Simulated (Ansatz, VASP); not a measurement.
**Pt: VASP beside Ansatz**

```
Pt
1.0
     0.00000    1.93946    1.93946
     1.93946    0.00000    1.93946
     1.93946    1.93946    0.00000
Pt
1
Direct
  0.00000 0.00000 0.00000
```

Alike in both runs: functional LDA; k mesh 24 × 24 × 24; occupations fermi-dirac, width 0.1 eV; no spin polarisation.

Ansatz relaxed the structure, and its values are those at the end. VASP's run is a single point on that final structure, the one shown.

|  | VASP | Ansatz |
| --- | --- | --- |
| version | VASP 6.6.1 | Ansatz 0.2.0 |
| potentials or method | VASP PAW LDA potentials, release 64 (Pt) | PAW with Ansatz's default frozen-core files, scalar-relativistic |
| plane-wave cutoff (eV) | 520 | 420 |
| valence electrons in the cell | 10 | 18 |

Ansatz gave:

```
pressure (GPa) : 4.0
```

Problem. Estimate VASP's values.

Solution. Pressure (GPa): 4.8.

The two sets of potentials don't hold the same shells in valence.

The runs have no spin-orbit coupling, so splittings on Pt are missing.
